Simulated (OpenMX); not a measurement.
NaI under changes of volume

One of the cells (33.899 Å³/atom); the others are scaled copies at fixed shape and fractional positions:

```
CELL_PARAMETERS angstrom
0.00000 3.23640 3.23640
3.23640 0.00000 3.23640
3.23640 3.23640 0.00000
ATOMIC_POSITIONS crystal
I 0.50000 0.50000 0.50000
Na 0.00000 0.00000 0.00000
```

```yaml
Program: OpenMX 3.8.5
Functional: LDA
Potentials_or_basis: OpenMX 2013 LDA set, I7.0-s3p2d2f1, Na9.0-s3p2d1, fixed grid of 50 × 50 × 50 points
k_mesh: 7 × 7 × 7
Occupations: fermi-dirac, width 0.05 eV
Spin: no spin polarisation
```

| volume (Å³/atom) | energy over the lowest point (meV/atom) | gap on the mesh (eV) |
| --- | --- | --- |
| 31.865 | 0.00 | 3.63 |
| 32.543 | 2.60 | 3.57 |
| 33.221 | 6.65 | 3.51 |
| 33.899 | 12.07 | 3.46 |
| 34.577 | 18.83 | 3.41 |
| 35.255 | ? | ? |
| 35.933 | 35.26 | 3.32 |

Problem. What does the run at 35.255 Å³/atom give?

Solution. Energy over the lowest point 26.58 meV/atom; gap on the mesh 3.36 eV.

Worked out: A Birch-Murnaghan fit of order 3 (a polynomial in V^(-2/3)) to the other rows has its minimum at 31.22 Å³/atom, just outside them, with B0 = V·E''(V) = 21 GPa and B' = 4.4. It gives 26.55 meV/atom at 35.255 Å³/atom, against the run's 26.58. A straight line through the other rows of the gap, of slope -2.58 eV per unit of ln V (its deformation potential), gives 3.36 eV, against the run's 3.36.

Energies are extrapolated to zero smearing.

Caveats: spin-orbit coupling is left out, which moves the levels of the heavy elements; the basis of atomic orbitals isn't converged, which shifts pressures, moduli and gaps.
